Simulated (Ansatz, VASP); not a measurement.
**Two plane-wave programs on Au**

Contents of INCAR:

```
ALGO     = Normal         # electronic algorithm
EDIFF    = 1E-6           # SCF threshold, eV
EDIFFG   = -0.002         # ionic threshold
ENCUT    = 600            # plane-wave cutoff, eV
GGA      = PE             # functional
IBRION   = 2              # ionic algorithm
ISIF     = 3              # what is computed and relaxed
ISMEAR   = 0              # smearing method
LASPH    = True           # aspherical terms in the spheres
LCHARG   = False          # write CHGCAR
LREAL    = False          # projectors in reciprocal space
LWAVE    = False          # write WAVECAR
NELM     = 60             # most SCF steps
NSW      = 100            # ionic steps
PREC     = Accurate       # precision mode
SIGMA    = 0.3            # smearing width, eV
```

Contents of KPOINTS:

```
k-points
0
Gamma
  18 18 18
```

POSCAR

```
Au
1.0
    0.0000000000      2.0830626651      2.0830626651
    2.0830626651      0.0000000000      2.0830626651
    2.0830626651      2.0830626651      0.0000000000
Au
1
Direct
    0.0000000000      0.0000000000      0.0000000000
```

Input for Ansatz:

```yaml
crystal:
  lattice:
    - [0.0, 2.0830626651, 2.0830626651]
    - [2.0830626651, 0.0, 2.0830626651]
    - [2.0830626651, 2.0830626651, 0.0]
  atoms:
    - { symbol: Au, position: [0.0, 0.0, 0.0] }
basis:
  ecutwfc: 420
kpoints:
  mp_grid: { grid: [18, 18, 18] }
hamiltonian:
  xc: pbe
scf:
  occupations: { method: gaussian, width: 0.3 }
output:
  forces: true
  stress: true
  eigenvalues: true
  write_density: true
  write_potential: true
  elf: true
  volumetric_format: npy
relax:
  adjacent_minimum: "off"
  f_tol: 0.002
  max_steps: 80
  cell: { stress_tol: 0.02 }
```

Alike in both runs: task relaxation of cell and atoms; functional PBE; k mesh 18 × 18 × 18; occupations gaussian, width 0.3 eV; no spin polarisation.

|  | VASP | Ansatz |
| --- | --- | --- |
| version | VASP 6.6.1 | Ansatz 0.2.0 |
| potentials or method | VASP PAW PBE potentials, release 64 (Au) | scalar-relativistic, plane waves, PAW |
| plane-wave cutoff (eV) | 600 | 420 |
| valence electrons in the cell | 11 | 19 |

Ansatz gave:

| Quantity | Value |
| --- | --- |
| gap on the k mesh at the Fermi level, each at its own relaxed structure (eV) | none |
| relaxed volume (Å³/atom) | 17.97 |
| relaxed cell length with the largest relative difference (Å) | 2.940 |

Task: Estimate VASP's values.

Result: gap on the k mesh at the Fermi level, each at its own relaxed structure (eV): none; relaxed volume (Å³/atom): 17.95; relaxed cell length with the largest relative difference (Å): 2.939.

A gap of «none» marks a metal or a gap that the smearing closes. The two sets of potentials don't hold the same shells in valence.

Spin-orbit coupling is left out, which matters for the levels of Au.
